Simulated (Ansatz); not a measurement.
Steps from a short run of molecular dynamics on a 2×2×2 supercell (16 atoms) of HgSe (F-43m), relaxed with r2SCAN; forces from PBEsol in the plane-wave code Ansatz, 2×2×2 mesh, Fermi-Dirac smearing of 0.112 eV, a Langevin thermostat at fixed volume, set at 1300 K. Spin polarisation is off, nuclei are classical, and the run is far too short for thermal averages.

Cell vectors in Å:
```
0.0000 6.1853 6.1853
6.1853 0.0000 6.1853
6.1853 6.1853 0.0000
```

Task: At 3 fs the positions in Å are
```
Hg   0.003   0.001  -0.007
Se   1.547   1.560   1.543
Hg   3.092   3.088  -0.012
Se   4.642   4.649   1.544
Hg   3.086  -0.002   3.100
Se   4.643   1.541   4.641
Hg   6.187   3.091   3.081
Se   7.720   4.626   4.651
Hg  -0.006   3.094   3.088
Se   1.557   4.636   4.647
Hg   3.089   6.200   3.089
Se   4.652   7.727   4.657
Hg   3.100   3.079   6.194
Se   4.652   4.633   7.753
Hg   6.182   6.197   6.190
Se   7.729   7.723   7.737
```
What are the forces, and how far does the free energy (smearing included) lie above that of step 0, with the atoms on their sites?

Result: 0.5 meV an atom; forces in eV/Å:
```
Hg   0.034  -0.009   0.018
Se   0.019  -0.087   0.042
Hg   0.031   0.035   0.054
Se  -0.022  -0.039   0.011
Hg  -0.035  -0.007  -0.005
Se  -0.015   0.028  -0.026
Hg  -0.046   0.028   0.020
Se   0.022   0.068  -0.056
Hg   0.067  -0.013   0.072
Se   0.011  -0.014  -0.011
Hg   0.040  -0.066   0.059
Se  -0.051   0.023  -0.098
Hg   0.019   0.050  -0.005
Se  -0.105   0.047  -0.087
Hg   0.008  -0.098   0.021
Se   0.023   0.056  -0.009
```

Task: At 6 fs the positions in Å are
```
Hg   0.005   0.002  -0.013
Se   1.548   1.575   1.540
Hg   3.093   3.084  -0.025
Se   4.647   4.662   1.543
Hg   3.077  -0.004   3.108
Se   4.645   1.537   4.639
Hg   6.187   3.088   3.067
Se   7.709   4.614   4.664
Hg  -0.011   3.096   3.083
Se   1.562   4.634   4.656
Hg   3.084   6.215   3.084
Se   4.667   7.722   4.677
Hg   3.108   3.070   6.203
Se   4.664   4.630   7.773
Hg   6.181   6.210   6.194
Se   7.728   7.715   7.742
```
What are the forces, and how far does the free energy (smearing included) lie above that of step 0, with the atoms on their sites?

Result: 1.9 meV an atom; forces in eV/Å:
```
Hg   0.063  -0.002   0.037
Se   0.029  -0.180   0.081
Hg   0.065   0.074   0.103
Se  -0.058  -0.080   0.016
Hg  -0.070  -0.012  -0.014
Se  -0.025   0.060  -0.028
Hg  -0.081   0.060   0.048
Se   0.035   0.120  -0.111
Hg   0.130  -0.040   0.145
Se   0.044  -0.023  -0.026
Hg   0.084  -0.134   0.130
Se  -0.117   0.058  -0.213
Hg   0.034   0.089  -0.014
Se  -0.206   0.096  -0.177
Hg   0.025  -0.203   0.051
Se   0.050   0.117  -0.026
```

Task: At 21 fs the positions in Å are
```
Hg   0.009  -0.008  -0.037
Se   1.574   1.640   1.536
Hg   3.106   3.063  -0.089
Se   4.643   4.696   1.545
Hg   3.034  -0.033   3.130
Se   4.622   1.547   4.625
Hg   6.199   3.076   3.002
Se   7.667   4.541   4.716
Hg  -0.012   3.107   3.082
Se   1.610   4.613   4.721
Hg   3.066   6.273   3.064
Se   4.732   7.688   4.749
Hg   3.156   3.039   6.235
Se   4.699   4.604   7.868
Hg   6.164   6.269   6.209
Se   7.745   7.664   7.769
```
What are the forces, and how far does the free energy (smearing included) lie above that of step 0, with the atoms on their sites?

Result: 19.7 meV an atom; forces in eV/Å:
```
Hg   0.097   0.117   0.080
Se  -0.047  -0.568   0.189
Hg   0.199   0.140   0.301
Se  -0.026  -0.189   0.013
Hg  -0.180   0.016   0.010
Se   0.131  -0.070  -0.031
Hg  -0.235   0.161   0.140
Se  -0.008   0.444  -0.323
Hg   0.470  -0.229   0.452
Se   0.019   0.067  -0.174
Hg   0.373  -0.543   0.551
Se  -0.534   0.389  -0.818
Hg   0.069   0.193   0.046
Se  -0.552   0.401  -0.573
Hg   0.293  -0.822   0.369
Se  -0.069   0.493  -0.230
```

Task: At 27 fs the positions in Å are
```
Hg   0.016  -0.014  -0.048
Se   1.589   1.671   1.528
Hg   3.109   3.062  -0.112
Se   4.627   4.700   1.548
Hg   3.016  -0.047   3.139
Se   4.614   1.561   4.620
Hg   6.198   3.072   2.974
Se   7.651   4.520   4.728
Hg  -0.010   3.107   3.079
Se   1.626   4.617   4.745
Hg   3.058   6.284   3.053
Se   4.758   7.671   4.754
Hg   3.165   3.035   6.242
Se   4.718   4.600   7.906
Hg   6.151   6.287   6.216
Se   7.759   7.651   7.781
```
What are the forces, and how far does the free energy (smearing included) lie above that of step 0, with the atoms on their sites?

Result: 30.5 meV an atom; forces in eV/Å:
```
Hg   0.033   0.188   0.126
Se  -0.090  -0.744   0.264
Hg   0.299   0.116   0.286
Se   0.073  -0.187  -0.048
Hg  -0.194   0.061   0.024
Se   0.172  -0.162  -0.020
Hg  -0.263   0.190   0.178
Se  -0.039   0.538  -0.398
Hg   0.626  -0.336   0.582
Se   0.012   0.045  -0.244
Hg   0.517  -0.696   0.746
Se  -0.767   0.607  -1.000
Hg   0.106   0.223   0.083
Se  -0.730   0.547  -0.756
Hg   0.465  -1.038   0.565
Se  -0.221   0.649  -0.389
```

Task: At 30 fs the positions in Å are
```
Hg   0.016  -0.018  -0.057
Se   1.597   1.685   1.525
Hg   3.110   3.062  -0.124
Se   4.621   4.701   1.546
Hg   3.007  -0.051   3.142
Se   4.614   1.568   4.617
Hg   6.197   3.071   2.961
Se   7.644   4.512   4.731
Hg  -0.011   3.106   3.076
Se   1.631   4.617   4.757
Hg   3.055   6.286   3.050
Se   4.768   7.664   4.752
Hg   3.168   3.034   6.245
Se   4.723   4.605   7.925
Hg   6.144   6.298   6.221
Se   7.766   7.645   7.790
```
What are the forces, and how far does the free energy (smearing included) lie above that of step 0, with the atoms on their sites?

Result: 35.9 meV an atom; forces in eV/Å:
```
Hg   0.012   0.222   0.154
Se  -0.113  -0.814   0.293
Hg   0.338   0.104   0.282
Se   0.110  -0.186  -0.061
Hg  -0.203   0.089   0.036
Se   0.166  -0.200  -0.011
Hg  -0.274   0.212   0.192
Se  -0.060   0.587  -0.419
Hg   0.692  -0.380   0.623
Se   0.016   0.039  -0.283
Hg   0.589  -0.781   0.836
Se  -0.856   0.693  -1.070
Hg   0.123   0.229   0.106
Se  -0.788   0.590  -0.837
Hg   0.547  -1.125   0.657
Se  -0.299   0.722  -0.495
```

Task: At 45 fs the positions in Å are
```
Hg   0.015  -0.044  -0.100
Se   1.592   1.748   1.492
Hg   3.106   3.057  -0.184
Se   4.589   4.682   1.538
Hg   2.945  -0.066   3.139
Se   4.593   1.614   4.616
Hg   6.209   3.045   2.924
Se   7.605   4.435   4.742
Hg  -0.012   3.109   3.065
Se   1.684   4.641   4.813
Hg   3.058   6.304   3.036
Se   4.816   7.638   4.704
Hg   3.177   3.050   6.258
Se   4.737   4.672   8.013
Hg   6.115   6.373   6.249
Se   7.788   7.644   7.837
```
What are the forces, and how far does the free energy (smearing included) lie above that of step 0, with the atoms on their sites?

Result: 64.9 meV an atom; forces in eV/Å:
```
Hg  -0.194   0.377   0.257
Se  -0.126  -1.099   0.463
Hg   0.663  -0.038   0.305
Se   0.276  -0.168  -0.132
Hg  -0.297   0.238   0.162
Se   0.161  -0.462   0.016
Hg  -0.494   0.392   0.265
Se  -0.218   1.060  -0.535
Hg   0.849  -0.383   0.645
Se  -0.085   0.016  -0.522
Hg   0.879  -1.149   1.101
Se  -1.193   0.993  -1.212
Hg   0.241   0.226   0.260
Se  -0.802   0.582  -1.098
Hg   0.826  -1.448   1.041
Se  -0.486   0.863  -1.014
```
